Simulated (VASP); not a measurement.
Write the native input for VASP 6.6.1 that does the following.

| Quantity | Value |
| --- | --- |
| Task | relaxation of cell and atoms |
| Functional | LDA |
| Potentials or basis | VASP PAW LDA potentials, release 64 (Ti_sv, O) |
| Cutoff | 600 eV |
| k mesh | 10 × 10 × 10 |
| Occupations | gaussian, width 0.03 eV |
| Spin | no spin polarisation |
| Further INCAR settings | ALGO = Normal; EDIFF = 1e-06; IBRION = 2; EDIFFG = -0.01; NSW = 90; ISIF = 3 |

The structure of TiO2 lies in POSCAR:

```
TiO2
1.0
   -1.8921000000      1.8921000000      4.7573000000
    1.8921000000     -1.8921000000      4.7573000000
    1.8921000000      1.8921000000     -4.7573000000
Ti O
2 4
Direct
    0.0000000000      0.0000000000      0.0000000000
    0.7500000000      0.2500000000      0.5000000000
    0.2081000000      0.2081000000      0.0000000000
    0.9581000000      0.4581000000      0.5000000000
    0.5419000000      0.0419000000      0.5000000000
    0.7919000000      0.7919000000      0.0000000000
```

These files were run (other wordings do the same):

INCAR

```
SYSTEM = TiO2
PREC     = Accurate       ! precision mode
ENCUT    = 600            ! plane-wave cutoff, eV
EDIFF    = 1E-6           ! SCF threshold, eV
ISMEAR   = 0              ! smearing method
SIGMA    = 0.03           ! smearing width, eV
LREAL    = .FALSE.        ! projectors in reciprocal space
LASPH    = .TRUE.         ! aspherical terms in the spheres
NELM     = 80             ! most SCF steps
ALGO     = Normal         ! electronic algorithm
ISIF     = 3              ! what is computed and relaxed
LWAVE    = .FALSE.        ! write WAVECAR
LCHARG   = .FALSE.        ! write CHGCAR
IBRION   = 2              ! ionic algorithm
NSW      = 90             ! ionic steps
EDIFFG   = -0.01          ! ionic threshold
KPAR     = 2
```

KPOINTS

```
Automatic mesh
0
G
  10 10 10
  0 0 0
```

Potentials or basis: VASP PAW LDA potentials, release 64 (Ti_sv, O).

The run is started by

```console
$ cat potpaw_LDA.64/Ti_sv/POTCAR potpaw_LDA.64/O/POTCAR > POTCAR
$ mpirun -np 2 vasp_std > vasp.out
```

It gave:

| Property | Result |
| --- | --- |
| Relaxed volume | 11.06 Å³/atom |
| Relaxed cell | a = 5.420 Å, b = 5.420 Å, c = 5.420 Å, α = 139.57°, β = 139.57°, γ = 58.50° |
| Space group after relaxing (to 0.05 Å) | I4_1/amd (No. 141) |
| Energy gained by relaxing | 5.6 meV/atom |
| Ionic steps | 6 |
| Pressure after relaxing | 0.1 GPa |
| Largest force after relaxing | 0.003 eV/Å |
| Band gap on the k mesh | 2.06 eV, indirect (least direct gap 2.41 eV) |

It took 14 min on 2 MPI ranks on Intel(R) Xeon(R) Platinum 8259CL CPU @ 2.50GHz (Skylake/Cascade Lake), with other jobs on the host, peak memory 0.39 GiB a rank.
